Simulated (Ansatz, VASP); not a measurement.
## Two plane-wave programs on S

```
S
1.0
     2.08119    1.20157    3.85931
    -2.08119    1.20157    3.85931
     0.00000   -2.40315    3.85931
S
2
Direct
  0.22754 0.22754 0.22754
  0.77246 0.77246 0.77246
```

Alike in both runs: task single point; functional PBEsol; k mesh 6 × 6 × 6; occupations gaussian, width 0.1 eV; no spin polarisation.

```csv
,VASP,Ansatz
version,VASP 6.6.1,Ansatz 0.2.0
potentials or method,"VASP PAW PBE potentials, release 64 (S)","scalar-relativistic, plane waves, PAW"
plane-wave cutoff (eV),520,420
valence electrons in the cell,12,12
```

VASP gave:

- gap on the k mesh at the Fermi level (eV): none
- pressure (GPa): -13.0
- largest component of the traceless stress (GPa): 1.59
- rms of the force components (eV/Å): 0.486

Question: Which values does Ansatz return?

Answer: gap on the k mesh at the Fermi level (eV): none; pressure (GPa): -12.9; largest component of the traceless stress (GPa): 1.59; rms of the force components (eV/Å): 0.487.

Atom by atom the forces differ by 0.001 eV/Å (rms over components). A gap of «none» marks a metal or a gap that the smearing closes. With one functional, cell and mesh, what is left measures potentials, basis and numerics.

Caveats: the PAW data sets were made with another functional, which shifts forces and pressure a little (VASP).
